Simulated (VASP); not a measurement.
# TiTe2 (P-3m1) in VASP: single point with PBE+D3(BJ)

Aim: the single point of TiTe2 with PBE+D3(BJ).

All numbers are computed with VASP 6.6.1; they aren't measurements. Logs are shortened: lines on timing, memory, paths and dates and some standing lists are left out, and cuts for length are marked.

**1. Starting point**

The structure is trigonal, space group P-3m1 (No. 164). The conventional cell has a = 3.702 Å, b = 3.702 Å, c = 6.347 Å, α = 90.00°, β = 90.00°, γ = 120.00°. Around Ti (site symmetry -3m) lie 6 Te at 2.75 Å. Te (site symmetry 3m) is surrounded by 3 Ti at 2.75 Å.

**2. Single point, PBE+D3(BJ)**

File INCAR:

```
  PREC = Accurate
  ENCUT = 520
  EDIFF = 1E-7
  ISMEAR = 1
  SIGMA = 0.1
  LREAL = F
  LASPH = T
  NELM = 80
  ALGO = Normal
  ISIF = 2
  LWAVE = F
  LCHARG = F
  GGA = PE
  IVDW = 12
  NBANDS = 19
  ICORELEVEL = 1
```

File KPOINTS:

```
Automatic mesh
0
Gamma
  12 12 9
```

File POSCAR:

```
TiTe2
1.0
    3.7019332300      0.0000000000      0.0000000000
   -1.8509673800      3.2059686700      0.0000000000
    0.0000000000      0.0000000000      6.3469970000
Ti Te
1 2
Direct
    0.0000000000      0.0000000000      0.0000000000
    0.6666670000      0.3333340000      0.2721030000
    0.3333330000      0.6666660000      0.7278970000
```

Potentials or basis: VASP PAW PBE potentials, release 64 (Ti_sv, Te).

Command:

```
cat potpaw_PBE.64/Ti_sv/POTCAR potpaw_PBE.64/Te/POTCAR > POTCAR
mpirun -np 1 vasp_std > vasp.out
```

OUTCAR:

```text
PREC = Accurate
   ENCUT = 520
   EDIFF = 1E-7
   ISMEAR = 1
   LREAL = F
   LASPH = T
   NELM = 80
   ISIF = 2
   GGA = PE
   IVDW = 12
 IVDW          = 12

 ion  position               nearest neighbor table
   1  0.000  0.000  0.000-   3 2.75   2 2.75   2 2.75   3 2.75   2 2.75   3 2.75
   2  0.667  0.333  0.272-   1 2.75   1 2.75   1 2.75   3 3.60   3 3.60   3 3.60
   3  0.333  0.667  0.728-   1 2.75   1 2.75   1 2.75   2 3.60   2 3.60   2 3.60

  LATTYP: Found a hexagonal cell.
 ALAT       =     3.7019332300
 C/A-ratio  =     1.7145087730

  Lattice vectors:

 A1 = (   3.7019332300,   0.0000000000,   0.0000000000)
 A2 = (  -1.8509673800,   3.2059686700,   0.0000000000)
 A3 = (   0.0000000000,   0.0000000000,   6.3469970000)

Analysis of symmetry for initial positions (statically):
=====================================================================
 Subroutine PRICEL returns:
 Original cell was already a primitive cell.

 Routine SETGRP: Setting up the symmetry group for a
 hexagonal supercell.

 Subroutine GETGRP returns: Found 12 space group operations
 (whereof 12 operations were pure point group operations)
 out of a pool of 24 trial point group operations.

The static configuration has the point symmetry D_3d.

Analysis of symmetry for dynamics (positions and initial velocities):
=====================================================================
 Subroutine PRICEL returns:
 Original cell was already a primitive cell.

 Routine SETGRP: Setting up the symmetry group for a
 hexagonal supercell.

 Subroutine GETGRP returns: Found 12 space group operations
 (whereof 12 operations were pure point group operations)
 out of a pool of 24 trial point group operations.

The dynamic configuration has the point symmetry D_3d.

 Subroutine INISYM returns: Found 12 space group operations
 (whereof 12 operations are pure point group operations),
 and found     1 'primitive' translations

----------------------------------------------------------------------------------------

                                     Primitive cell

  volume of cell :      75.3279

  direct lattice vectors                    reciprocal lattice vectors
     3.701933230  0.000000000  0.000000000     0.270129129  0.155959168  0.000000000
    -1.850967380  3.205968670  0.000000000     0.000000000  0.311918207  0.000000000
     0.000000000  0.000000000  6.346997000     0.000000000  0.000000000  0.157554825

  length of vectors
     3.701933230  3.701934002  6.346997000     0.311918272  0.311918207  0.157554825

[... 92 lines left out ...]
   PSTRESS=    0.0 pullay stress
   NELECT =      24.0000    total number of electrons
   NUPDOWN=      -1.0000    fix difference up-down
   EMIN   =  10.00;   EMAX   =-10.00  energy-range for DOS
   EFERMI =   0.00;   METHOD = LEGACY
   ISMEAR =     1;   SIGMA  =   0.10  broadening in eV -4-tet -1-fermi 0-gaus
   EFERMI_NEDOS =   21; number of points for ismear=-14 and -15
   IALGO  =     38    algorithm
   IMIX   =      4    mixing-type and parameters
     AMIX     =   0.40;   BMIX     =  1.00
     AMIX_MAG =   1.60;   BMIX_MAG =  1.00
  volume/ion in A,a.u.               =      25.11       169.45
  Fermi-wavevector in a.u.,A,eV,Ry     =   1.118132  2.112964 17.010274  1.250220
  Thomas-Fermi vector in A             =   2.254761
   LORBIT       =      0    0 simple, 1 ext, 2 COOP (PROOUT), +10 PAW based schemes
   GGA     = PE    functional components
   LHFCALC =     F    Hartree Fock is set to
   AEXX    =    0.0000 exact exchange contribution
   IVDW    =    12    specifies the selected vdW correction
   LEPSILON=     F    determine dielectric tensor
   LRPA    =     F    only Hartree local field effects (RPA)
 non-spin polarized calculation
 Methfessel and Paxton  Order N= 1 SIGMA  =   0.10
  energy-cutoff  :      520.00
  volume of cell :       75.33
 maximum number of plane-waves:      2048
   NGX = 13   NGY = 13   NGZ = 23

 number of electron      24.0000001 magnetization

 Free energy of the ion-electron system (eV)
  ---------------------------------------------------
  ext. energy  EPLUGINS =         0.00000000
  ---------------------------------------------------
  free energy    TOTEN  =       -16.14124535 eV

  energy without entropy =      -16.14148345  energy(sigma->0) =      -16.14132472

 the core state eigenenergies are
   1-  1s  -4855.8332  2s   -524.3178  2p   -431.6201
   2-  1s -31608.1370  2s  -4835.7176  2p  -4339.1128  3s   -951.9545  3p   -790.6122
       3d   -546.8596  4s   -151.4985  4p   -101.5421  4d    -28.8784
   3-  1s -31608.1370  2s  -4835.7176  2p  -4339.1128  3s   -951.9545  3p   -790.6122
       3d   -546.8596  4s   -151.4985  4p   -101.5421  4d    -28.8784

 E-fermi :   7.6481     XC(G=0): -10.1879

 val. band max:        7.6467477236   @ k =   0.2500   0.0000   0.1111
 cond. band min:       7.6559317304   @ k =   0.0000   0.4167   0.1111
 fundamental gap:      0.0091840068
 Fermi energy:         7.6481113997

 k-point     1 :       0.0000    0.0000    0.0000
  band No.  band energies     occupation
      1     -49.7383      2.00000
      2     -26.0051      2.00000
      3     -26.0051      2.00000
      4     -25.9653      2.00000
      5      -5.1481      2.00000
      6      -3.4034      2.00000
[... 505 lines left out ...]
      6      -3.3095      2.00000
[... 11 lines left out ...]
     18      13.9804      0.00000
     19      14.8048      0.00000

 [... further k-points ...]

------------------------ aborting loop because EDIFF is reached ----------------------------------------

 Edisp (eV)   -1.57247

 E8    (eV) :    -0.7284

  FORCE on cell =-STRESS in cart. coord.  units (eV):
  Direction    XX          YY          ZZ          XY          YZ          ZX
  --------------------------------------------------------------------------------------
  -------------------------------------------------------------------------------------
  Total      -0.05077    -0.05077     0.13770     0.00000     0.00000     0.00000
  in kB      -1.07978    -1.07978     2.92887     0.00000     0.00000     0.00000
  external pressure =        0.26 kB  Pullay stress =        0.00 kB

 VOLUME and BASIS-vectors are now :
 -----------------------------------------------------------------------------
  energy-cutoff  :      520.00
  volume of cell :       75.33
      direct lattice vectors                 reciprocal lattice vectors
     3.701933230  0.000000000  0.000000000     0.270129129  0.155959168  0.000000000
    -1.850967380  3.205968670  0.000000000     0.000000000  0.311918207  0.000000000
     0.000000000  0.000000000  6.346997000     0.000000000  0.000000000  0.157554825

 POSITION                                       TOTAL-FORCE (eV/Angst)
 -----------------------------------------------------------------------------------
      0.00000      0.00000      0.00000         0.000000      0.000000      0.000000
      1.85097      1.06866      1.72704         0.000000      0.000000      0.002539
     -0.00000      2.13731      4.61996        -0.000000      0.000000     -0.002539
 -----------------------------------------------------------------------------------
    total drift:                               -0.000000      0.000000      0.000000

  FREE ENERGIE OF THE ION-ELECTRON SYSTEM (eV)
  ---------------------------------------------------
  free  energy   TOTEN  =       -17.7137106946 eV

  energy  without entropy=      -17.7139487910  energy(sigma->0) =      -17.71379006
```

OSZICAR:

```text
N       E                     dE             d eps       ncg     rms          rms(c)
DAV:   1     0.180589987015E+03    0.18059E+03   -0.10770E+04  5434   0.118E+03
DAV:   2    -0.159791215553E+01   -0.18219E+03   -0.17717E+03  5706   0.304E+02
DAV:   3    -0.175644808227E+02   -0.15967E+02   -0.15463E+02  8182   0.834E+01
DAV:   4    -0.181220111243E+02   -0.55753E+00   -0.55479E+00  7050   0.145E+01
DAV:   5    -0.181418141256E+02   -0.19803E-01   -0.19795E-01  7739   0.271E+00    0.124E+01
DAV:   6    -0.182119686140E+02   -0.70154E-01   -0.33725E+01  6095   0.364E+01    0.129E+01
DAV:   7    -0.163533528142E+02    0.18586E+01   -0.25713E+01  6825   0.297E+01    0.522E+00
DAV:   8    -0.161387934991E+02    0.21456E+00   -0.14232E+00  6435   0.829E+00    0.165E+00
DAV:   9    -0.161534754985E+02   -0.14682E-01   -0.12141E-01  7499   0.219E+00    0.134E+00
DAV:  10    -0.161428423408E+02    0.10633E-01   -0.15576E-01  6404   0.275E+00    0.670E-01
DAV:  11    -0.161415936896E+02    0.12487E-02   -0.21620E-02  6340   0.107E+00    0.306E-01
DAV:  12    -0.161413241050E+02    0.26958E-03   -0.38091E-03  6504   0.417E-01    0.179E-01
DAV:  13    -0.161412465014E+02    0.77604E-04   -0.34287E-04  6442   0.145E-01    0.341E-02
DAV:  14    -0.161412482422E+02   -0.17408E-05   -0.12844E-05  6330   0.262E-02    0.252E-02
DAV:  15    -0.161412452042E+02    0.30380E-05   -0.98281E-06  6602   0.251E-02    0.508E-03
DAV:  16    -0.161412451774E+02    0.26838E-07   -0.15270E-06  7278   0.669E-03    0.244E-03
DAV:  17    -0.161412452867E+02   -0.10934E-06   -0.57639E-08  3617   0.153E-03    0.163E-03
DAV:  18    -0.161412453537E+02   -0.67018E-07   -0.15362E-08  3371   0.757E-04
   1 F= -.17713711E+02 E0= -.17713790E+02  d E =0.238096E-03
```

stdout:

```text
POSCAR found type information on POSCAR TiTe
 POSCAR found :  2 types and       3 ions
 scaLAPACK will be used
 LDA part: xc-table for (Slater+PW92), standard interpolation
 POSCAR, INCAR and KPOINTS ok, starting setup
 FFT: planning ... GRIDC
 FFT: planning ... GRID_SOFT
 FFT: planning ... GRID
 WAVECAR not read
 entering main loop
```

Wall time 2.1 min (1 thread of Intel Xeon 6975P-C (Granite Rapids), shared host); peak memory 0.34 GiB.

Results:

```yaml
Free_energy: -17.7137 eV
Pressure: 0.0 GPa
Band_gap_on_the_k_mesh: none (metal or under the smearing width)
Dispersion_energy_per_atom: -0.524 eV
```

Forces in eV/Å, atoms in the order of the input:
```
Ti   0.000  0.000  0.000
Te   0.000  0.000  0.003
Te   0.000  0.000 -0.003
```

Stress tensor (GPa, compression positive):
```
-0.11  0.00  0.00
 0.00 -0.11  0.00
 0.00  0.00  0.29
```

Core levels (eV, on the scale of the bands):
```tsv
atom	levels
1 Ti	1s -4855.8, 2s -524.3, 2p -431.6
2 Te	1s -31608.1, 2s -4835.7, 2p -4339.1, 3s -952.0, 3p -790.6, 3d -546.9, 4s -151.5, 4p -101.5, 4d -28.9
3 Te	1s -31608.1, 2s -4835.7, 2p -4339.1, 3s -952.0, 3p -790.6, 3d -546.9, 4s -151.5, 4p -101.5, 4d -28.9
```
